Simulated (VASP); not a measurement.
# Al (Fm-3m) in VASP: notebook

One crystal, Al, is run at these levels: LDA; tasks: single point.

Everything below comes from runs of VASP 6.6.1. Logs are shortened: lines on timing, memory, paths and dates and some standing lists are left out, and cuts for length are marked.

## Step 1: The undisturbed crystal

The structure is cubic, space group Fm-3m (No. 225). The conventional cell has a = 4.050 Å, b = 4.050 Å, c = 4.050 Å, α = 90.00°, β = 90.00°, γ = 90.00°. Al (site symmetry m-3m) is surrounded by 12 Al at 2.86 Å.

## Step 2: Single point, LDA (grid = ENCUT=250 dk=0.35 cell=2x2x2 ISMEAR=1 SIGMA=0.1 LREAL=Auto EDIFF=1e-06)

INCAR reads:

```
PREC = Accurate ; ENCUT = 250
EDIFF = 1E-6 ; ISMEAR = 1
SIGMA = 0.1 ; LREAL = Auto
LASPH = T ; NELM = 120
ALGO = Fast ; ISIF = 2
LWAVE = F ; LCHARG = F
NBANDS = 20
```

KPOINTS reads:

```
regular mesh
0
Gamma
  4 4 4
```

POSCAR reads:

```
Al
1.0
    0.0000000000      4.0496100000      4.0496100000
    4.0496100000      0.0000000000      4.0496100000
    4.0496100000      4.0496100000      0.0000000000
Al
8
Direct
    0.0000000000      0.0000000000      0.0000000000
    0.0000000000      0.0000000000      0.5000000000
    0.0000000000      0.5000000000      0.0000000000
    0.0000000000      0.5000000000      0.5000000000
    0.5000000000      0.0000000000      0.0000000000
    0.5000000000      0.0000000000      0.5000000000
    0.5000000000      0.5000000000      0.0000000000
    0.5000000000      0.5000000000      0.5000000000
```

Potentials or basis: VASP PAW LDA potentials, release 64 (Al).

Launch:

```
cat potpaw_LDA.64/Al/POTCAR > POTCAR
mpirun -np 1 vasp_std > vasp.out
```

OUTCAR:

```text
PREC = Accurate
   ENCUT = 250
   EDIFF = 1E-6
   ISMEAR = 1
   LREAL = Auto
   LASPH = T
   NELM = 120
   ISIF = 2

 Found      8 irreducible k-points:

 Following reciprocal coordinates:
            Coordinates               Weight
  0.000000  0.000000  0.000000      1.000000
  0.250000  0.000000  0.000000      8.000000
  0.500000  0.000000  0.000000      4.000000
  0.250000  0.250000  0.000000      6.000000
  0.500000  0.250000  0.000000     24.000000
 -0.250000  0.250000  0.000000     12.000000
   k-points           NKPTS =      8   k-points in BZ     NKDIM =      8   number of bands    NBANDS=     20
   number of dos      NEDOS =    301   number of ions     NIONS =      8
   total plane-waves  NPLWV =  27000
   dimension x,y,z NGX =    30 NGY =   30 NGZ =   30
   dimension x,y,z NGXF=    60 NGYF=   60 NGZF=   60
   ions per type =               8
   NGX,Y,Z   is equivalent  to a cutoff of   8.71,  8.71,  8.71 a.u.
   NGXF,Y,Z  is equivalent  to a cutoff of  17.42, 17.42, 17.42 a.u.
 SYSTEM =  unknown system
   PREC   = accura    normal or accurate (medium, high low for compatibility)
   ISTART =      0    job   : 0-new  1-cont  2-samecut
   ICHARG =      2    charge: 1-file 2-atom 10-const
   ISPIN  =      1    spin polarized calculation?
   LNONCOLLINEAR =      F non collinear calculations
   LSORBIT =      F    spin-orbit coupling
   LASPH  =      T    aspherical Exc in radial PAW
   ENCUT  =  250.0 eV  18.37 Ry    4.29 a.u.   7.38  7.38  7.38*2*pi/ulx,y,z
   NELM   =    120;   NELMIN=  2; NELMDL= -5     # of ELM steps
   EDIFF  = 0.1E-05   stopping-criterion for ELM
   LREAL  =      T    real-space projection
   EDIFFG = 0.1E-04   stopping-criterion for IOM
   NSW    =      0    number of steps for IOM
[... 5 lines left out ...]
   TEBEG  =    0.0;   TEEND  =   0.0 temperature during run
   PSTRESS=    0.0 pullay stress
   NELECT =      24.0000    total number of electrons
   NUPDOWN=      -1.0000    fix difference up-down
   EMIN   =  10.00;   EMAX   =-10.00  energy-range for DOS
   EFERMI =   0.00;   METHOD = LEGACY
   ISMEAR =     1;   SIGMA  =   0.10  broadening in eV -4-tet -1-fermi 0-gaus
   EFERMI_NEDOS =   21; number of points for ismear=-14 and -15
   IALGO  =     68    algorithm
   IMIX   =      4    mixing-type and parameters
     AMIX     =   0.40;   BMIX     =  1.00
     AMIX_MAG =   1.60;   BMIX_MAG =  1.00
  volume/ion in A,a.u.               =      16.60       112.04
  Fermi-wavevector in a.u.,A,eV,Ry     =   0.925526  1.748991 11.654733  0.856599
  Thomas-Fermi vector in A             =   2.051390
   LORBIT       =      0    0 simple, 1 ext, 2 COOP (PROOUT), +10 PAW based schemes
   GGA     = CA    functional components
   LHFCALC =     F    Hartree Fock is set to
   AEXX    =    0.0000 exact exchange contribution
   IVDW    =     0    specifies the selected vdW correction
   LEPSILON=     F    determine dielectric tensor
   LRPA    =     F    only Hartree local field effects (RPA)
 non-spin polarized calculation
 RMM-DIIS sequential band-by-band and
 Methfessel and Paxton  Order N= 1 SIGMA  =   0.10
  energy-cutoff  :      250.00
  volume of cell :      132.82
 maximum number of plane-waves:      1243
 NGX is ok and might be reduce to    30
   NGX = 15   NGY = 15   NGZ = 15

 number of electron      23.9999998 magnetization

 Free energy of the ion-electron system (eV)
  ---------------------------------------------------
  ext. energy  EPLUGINS =         0.00000000
  ---------------------------------------------------
  free energy    TOTEN  =       -33.34844825 eV

  energy without entropy =      -33.33996841  energy(sigma->0) =      -33.34562164

 E-fermi :   7.8267     XC(G=0): -10.3199

 val. band max:        7.4333527620   @ k =  -0.2500   0.5000   0.2500
 cond. band min:       7.8730584939   @ k =   0.5000   0.2500   0.0000
 fundamental gap:      0.4397057319
 Fermi energy:         7.8266638126

 k-point     1 :       0.0000    0.0000    0.0000
  band No.  band energies     occupation
      1      -3.3281      2.00000
      2       3.2065      2.00000
      3       3.2065      2.00000
      4       3.2065      2.00000
      5       3.2065      2.00000
      6       3.3458      2.00000
[... 12 lines left out ...]
     19      13.2364      0.00000
     20      13.2364      0.00000

 k-point     2 :       0.2500    0.0000    0.0000
  band No.  band energies     occupation
      1      -2.9061      2.00000
      2       0.4228      2.00000
      3       2.5974      2.00000
      4       2.5974      2.00000
      5       2.5974      2.00000
      6       3.6381      2.00000
[... 12 lines left out ...]
     19      13.5970      0.00000
     20      13.5970      0.00000

 k-point     3 :       0.5000    0.0000    0.0000
  band No.  band energies     occupation
      1      -1.6485      2.00000
      2      -1.6485      2.00000
      3       2.7271      2.00000
      4       2.7271      2.00000
      5       2.7271      2.00000
      6       2.7271      2.00000
[... 12 lines left out ...]
     19      11.3555      0.00000
     20      11.3555      0.00000

 k-point     4 :       0.2500    0.2500    0.0000
  band No.  band energies     occupation
      1      -2.7658      2.00000
      2       1.6444      2.00000
      3       1.6509      2.00000
      4       1.6509      2.00000
      5       1.6509      2.00000
      6       1.6509      2.00000
[... 12 lines left out ...]
     19      10.9292      0.00000
     20      13.6451      0.00000

 k-point     5 :       0.5000    0.2500    0.0000
  band No.  band energies     occupation
      1      -1.7878      2.00000
      2      -0.6782      2.00000
      3       0.4214      2.00000
      4       1.5137      2.00000
      5       1.5137      2.00000
      6       3.6718      2.00000
[... 12 lines left out ...]
     19      11.2901      0.00000
     20      11.2901      0.00000

 k-point     6 :      -0.2500    0.2500    0.0000
  band No.  band energies     occupation
      1      -2.2062      2.00000
      2       0.0107      2.00000
      3       0.0107      2.00000
      4       2.1868      2.00000
      5       2.1868      2.00000
      6       4.2463      2.00000
[... 12 lines left out ...]
     19      11.5128      0.00000
     20      11.5128      0.00000

 [... further k-points ...]

------------------------ aborting loop because EDIFF is reached ----------------------------------------

  FORCE on cell =-STRESS in cart. coord.  units (eV):
  Direction    XX          YY          ZZ          XY          YZ          ZX
  --------------------------------------------------------------------------------------
  -------------------------------------------------------------------------------------
  Total       -3.0692422     -3.0692422     -3.0692422     -0.0000000     -0.0000000     -0.0000000
  in kB      -37.0230465    -37.0230465    -37.0230465     -0.0000000     -0.0000000     -0.0000000
  external PRESSURE =     -37.0230465 kB  Pullay stress =       0.0000000 kB

 VOLUME and BASIS-vectors are now :
 -----------------------------------------------------------------------------
  energy-cutoff  :      250.00
  volume of cell :      132.82
      direct lattice vectors                 reciprocal lattice vectors
     0.000000000  4.049610000  4.049610000    -0.123468680  0.123468680  0.123468680
     4.049610000  0.000000000  4.049610000     0.123468680 -0.123468680  0.123468680
     4.049610000  4.049610000  0.000000000     0.123468680  0.123468680 -0.123468680

 POSITION                                       TOTAL-FORCE (eV/Angst)
 -----------------------------------------------------------------------------------
      0.00000      0.00000      0.00000        -0.000000      0.000000      0.000000
      2.02481      2.02481      0.00000        -0.000000     -0.000000     -0.000000
      2.02481      0.00000      2.02481         0.000000      0.000000     -0.000000
      4.04961      2.02481      2.02481         0.000000     -0.000000     -0.000000
      0.00000      2.02481      2.02481        -0.000000     -0.000000      0.000000
      2.02481      4.04961      2.02481        -0.000000      0.000000      0.000000
      2.02481      2.02481      4.04961         0.000000     -0.000000      0.000000
      4.04961      4.04961      4.04961        -0.000000     -0.000000     -0.000000
 -----------------------------------------------------------------------------------
    total drift:                               -0.000000     -0.000000     -0.000000

  FREE ENERGIE OF THE ION-ELECTRON SYSTEM (eV)
  ---------------------------------------------------
  free  energy   TOTEN  =       -33.3484482515 eV

  energy  without entropy=      -33.3399684140  energy(sigma->0) =      -33.34562164
```

Run time: 9 s. Hardware: 1 thread of AMD EPYC 7R13 (Zen 3), shared host; peak memory 0.1 GiB.

These settings aren't checked as converged: the numbers below hold their error.

What came out:

| Property | Result |
| --- | --- |
| Free energy | -33.3484 eV |
| Band gap on the k mesh | none (metal or under the smearing width) |

Caveat: the cutoff is under 1.25 times the usual one of these potentials, so pressure, stress and relaxed cells hold a basis-set (Pulay) error.

## Step 3: Single point, LDA (grid = ENCUT=350 dk=0.45 cell=2x2x2 ISMEAR=1 SIGMA=0.1 LREAL=Auto EDIFF=1e-06)

INCAR: that of step 2 with these lines changed.

```diff
@@ -1,2 +1,2 @@
-PREC = Accurate ; ENCUT = 250
+PREC = Accurate ; ENCUT = 350
 EDIFF = 1E-6 ; ISMEAR = 1
```

KPOINTS reads:

```
regular mesh
0
Gamma
  3 3 3
```

POSCAR is that of step 2.

Potentials or basis: VASP PAW LDA potentials, release 64 (Al).

Launch:

```
cat potpaw_LDA.64/Al/POTCAR > POTCAR
mpirun -np 1 vasp_std > vasp.out
```

OUTCAR:

```text
PREC = Accurate
   ENCUT = 350
   EDIFF = 1E-6
   ISMEAR = 1
   LREAL = Auto
   LASPH = T
   NELM = 120
   ISIF = 2

 Found      4 irreducible k-points:

 Following reciprocal coordinates:
            Coordinates               Weight
  0.000000  0.000000  0.000000      1.000000
  0.333333  0.000000  0.000000      8.000000
  0.333333  0.333333  0.000000      6.000000
 -0.333333  0.333333  0.000000     12.000000
   k-points           NKPTS =      4   k-points in BZ     NKDIM =      4   number of bands    NBANDS=     20
   number of dos      NEDOS =    301   number of ions     NIONS =      8
   total plane-waves  NPLWV =  46656
   dimension x,y,z NGX =    36 NGY =   36 NGZ =   36
   dimension x,y,z NGXF=    72 NGYF=   72 NGZF=   72
   ions per type =               8
   NGX,Y,Z   is equivalent  to a cutoff of  10.45, 10.45, 10.45 a.u.
   NGXF,Y,Z  is equivalent  to a cutoff of  20.90, 20.90, 20.90 a.u.
 SYSTEM =  unknown system
   PREC   = accura    normal or accurate (medium, high low for compatibility)
   ISTART =      0    job   : 0-new  1-cont  2-samecut
   ICHARG =      2    charge: 1-file 2-atom 10-const
   ISPIN  =      1    spin polarized calculation?
   LNONCOLLINEAR =      F non collinear calculations
   LSORBIT =      F    spin-orbit coupling
   LASPH  =      T    aspherical Exc in radial PAW
   ENCUT  =  350.0 eV  25.72 Ry    5.07 a.u.   8.74  8.74  8.74*2*pi/ulx,y,z
   NELM   =    120;   NELMIN=  2; NELMDL= -5     # of ELM steps
   EDIFF  = 0.1E-05   stopping-criterion for ELM
   LREAL  =      T    real-space projection
   EDIFFG = 0.1E-04   stopping-criterion for IOM
   NSW    =      0    number of steps for IOM
[... 5 lines left out ...]
   TEBEG  =    0.0;   TEEND  =   0.0 temperature during run
   PSTRESS=    0.0 pullay stress
   NELECT =      24.0000    total number of electrons
   NUPDOWN=      -1.0000    fix difference up-down
   EMIN   =  10.00;   EMAX   =-10.00  energy-range for DOS
   EFERMI =   0.00;   METHOD = LEGACY
   ISMEAR =     1;   SIGMA  =   0.10  broadening in eV -4-tet -1-fermi 0-gaus
   EFERMI_NEDOS =   21; number of points for ismear=-14 and -15
   IALGO  =     68    algorithm
   IMIX   =      4    mixing-type and parameters
     AMIX     =   0.40;   BMIX     =  1.00
     AMIX_MAG =   1.60;   BMIX_MAG =  1.00
  volume/ion in A,a.u.               =      16.60       112.04
  Fermi-wavevector in a.u.,A,eV,Ry     =   0.925526  1.748991 11.654733  0.856599
  Thomas-Fermi vector in A             =   2.051390
   LORBIT       =      0    0 simple, 1 ext, 2 COOP (PROOUT), +10 PAW based schemes
   GGA     = CA    functional components
   LHFCALC =     F    Hartree Fock is set to
   AEXX    =    0.0000 exact exchange contribution
   IVDW    =     0    specifies the selected vdW correction
   LEPSILON=     F    determine dielectric tensor
   LRPA    =     F    only Hartree local field effects (RPA)
 non-spin polarized calculation
 RMM-DIIS sequential band-by-band and
 Methfessel and Paxton  Order N= 1 SIGMA  =   0.10
  energy-cutoff  :      350.00
  volume of cell :      132.82
 maximum number of plane-waves:      1994
   NGX = 17   NGY = 17   NGZ = 17

 number of electron      24.0000000 magnetization

 Free energy of the ion-electron system (eV)
  ---------------------------------------------------
  ext. energy  EPLUGINS =         0.00000000
  ---------------------------------------------------
  free energy    TOTEN  =       -33.99065046 eV

  energy without entropy =      -33.98163473  energy(sigma->0) =      -33.98764522

 E-fermi :   8.0721     XC(G=0): -10.3209

 val. band max:        7.0691802794   @ k =   0.3333   0.3333   0.0000
 cond. band min:       8.0795568179   @ k =  -0.3333   0.3333   0.0000
 fundamental gap:      1.0103765385
 Fermi energy:         8.0720716993

 k-point     1 :       0.0000    0.0000    0.0000
  band No.  band energies     occupation
      1      -3.3312      2.00000
      2       3.2035      2.00000
      3       3.2035      2.00000
      4       3.2035      2.00000
      5       3.2035      2.00000
      6       3.3392      2.00000
[... 12 lines left out ...]
     19      13.2319      0.00000
     20      13.2319      0.00000
[... 47 lines left out ...]
 k-point     4 :      -0.3333    0.3333    0.0000
  band No.  band energies     occupation
      1      -1.3438      2.00000
      2      -0.6058      2.00000
      3      -0.6058      2.00000
      4       1.5835      2.00000
      5       1.5835      2.00000
      6       4.4493      2.00000
[... 12 lines left out ...]
     19      10.8434      0.00000
     20      10.8434      0.00000

------------------------ aborting loop because EDIFF is reached ----------------------------------------

  FORCE on cell =-STRESS in cart. coord.  units (eV):
  Direction    XX          YY          ZZ          XY          YZ          ZX
  --------------------------------------------------------------------------------------
  -------------------------------------------------------------------------------------
  Total       -2.6298429     -2.6298429     -2.6298429      0.0000000      0.0000000      0.0000000
  in kB      -31.7227475    -31.7227475    -31.7227475      0.0000000      0.0000000      0.0000000
  external PRESSURE =     -31.7227475 kB  Pullay stress =       0.0000000 kB

 VOLUME and BASIS-vectors are now :
 -----------------------------------------------------------------------------
  energy-cutoff  :      350.00
  volume of cell :      132.82
      direct lattice vectors                 reciprocal lattice vectors
     0.000000000  4.049610000  4.049610000    -0.123468680  0.123468680  0.123468680
     4.049610000  0.000000000  4.049610000     0.123468680 -0.123468680  0.123468680
     4.049610000  4.049610000  0.000000000     0.123468680  0.123468680 -0.123468680

 POSITION                                       TOTAL-FORCE (eV/Angst)
 -----------------------------------------------------------------------------------
      0.00000      0.00000      0.00000        -0.000000     -0.000000      0.000000
      2.02481      2.02481      0.00000         0.000000      0.000000      0.000000
      2.02481      0.00000      2.02481         0.000000      0.000000      0.000000
      4.04961      2.02481      2.02481         0.000000     -0.000000     -0.000000
      0.00000      2.02481      2.02481         0.000000     -0.000000     -0.000000
      2.02481      4.04961      2.02481        -0.000000      0.000000      0.000000
      2.02481      2.02481      4.04961        -0.000000     -0.000000     -0.000000
      4.04961      4.04961      4.04961        -0.000000      0.000000      0.000000
 -----------------------------------------------------------------------------------
    total drift:                               -0.000000     -0.000000     -0.000000

  FREE ENERGIE OF THE ION-ELECTRON SYSTEM (eV)
  ---------------------------------------------------
  free  energy   TOTEN  =       -33.9906504593 eV

  energy  without entropy=      -33.9816347279  energy(sigma->0) =      -33.98764522
```

It took 9.8 s on 1 thread of AMD EPYC 7R13 (Zen 3), shared host; peak memory 0.12 GiB.

The run converged, but some of its settings lie outside the range that counts as converged, so its numbers aren't taken as properties of the crystal.

Results:

```
Free energy            : -33.9907 eV
Pressure               : -3.2 GPa
Band gap on the k mesh : none (metal or under the smearing width)
```

Caveat: the k mesh is coarse (spacing up to 0.45 Å⁻¹), so the values aren't converged.

## Step 4: The reference run

An earlier run on the cell as given: functional PBE; potentials or basis VASP PAW PBE potentials, release 64 (Al); cutoff 520 eV; k mesh 11 × 11 × 11; occupations fermi-dirac, width 0.05 eV; no spin polarisation.

- Pressure: -0.5 GPa
- Band gap on the k mesh: none (metal or under the smearing width)
